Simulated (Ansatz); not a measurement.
# TiAl3: one candidate of a structure search

Where does this trial cell of TiAl3 go when cell and atoms are let free?

Computed with Ansatz 0.2.0 (DFT PBE, scalar-relativistic, plane waves, PAW, unless a step's input says otherwise).

## Step 1: The structure to begin with

The structure is cubic, space group Fm-3m (No. 225). The conventional cell has a = 6.268 Å, b = 6.268 Å, c = 6.268 Å, α = 90.00°, β = 90.00°, γ = 90.00°. Around Ti (site symmetry m-3m) lie 8 Al at 2.71 Å. Al (site symmetry m-3m) has 8 Al at 2.71 Å as nearest neighbours. Al (site symmetry -43m) has 4 Ti at 2.71 Å and 4 Al at 2.71 Å as nearest neighbours.

Structure file:

```
Ti Al
1.0
     0.00000    3.13403    3.13403
     3.13403    0.00000    3.13403
     3.13403    3.13403    0.00000
Ti Al
1 3
Cartesian
  3.1340 3.1340 3.1340
  0.0000 0.0000 0.0000
  1.5670 1.5670 1.5670
  4.7010 4.7010 4.7010
```

Recipe of the guess: random cell by space group and Wyckoff sites (Fm-3m, No. 225). The dimensions are guesses.

## Step 2: The guess as it stands, on a coarse mesh

Input file input.yaml:

```yaml
crystal:
  lattice:
    - [0.0, 3.1340311, 3.1340311]
    - [3.1340311, 0.0, 3.1340311]
    - [3.1340311, 3.1340311, 0.0]
  atoms:
    - { symbol: Ti, position: [0.5, 0.5, 0.5] }
    - { symbol: Al, position: [0.0, 0.0, 0.0] }
    - { symbol: Al, position: [0.25, 0.25, 0.25] }
    - { symbol: Al, position: [0.75, 0.75, 0.75] }
basis:
  ecutwfc: 420
kpoints:
  mp_grid: { grid: [6, 6, 6] }
hamiltonian:
  xc: pbe
scf:
  occupations: { method: gaussian, width: 0.1 }
  lower_state_search: "off"
output:
  forces: true
  stress: true
  eigenvalues: true
```

On the command line:

```bash
$ ansatz run input.yaml --threads 1 --pin off --max-ram 2560MiB --backend cpu --events-out ev --progress --plain --runs-dir out
```

Further runs follow: a loose first relaxation; spin check on a coarse mesh; full relaxation.

Before running it: what results should come out? Wanted: conventional cell; volume; energy over the elements; gap on the mesh.

As calculated:

| quantity | value |
| --- | --- |
| symmetry at the end (tolerance 0.05 Å) | space group Fm-3m (No. 225) |
| conventional cell | a = 6.395 Å, b = 6.395 Å, c = 6.395 Å, α = 90.00°, β = 90.00°, γ = 90.00° |
| volume | 16.34 Å³/atom |
| energy over the elements | +0.04 eV/atom |
| gap on the mesh | none (metal) |

In words: The space group Fm-3m (No. 225) is kept, and the volume per atom grows by 6.2 % from the first guess. The formation energy of this structure is too near zero to say whether it is bound against the elements. No finished test with a distortion of lower symmetry is shown, so the end may be a saddle point. Other magnetic orders were not searched.
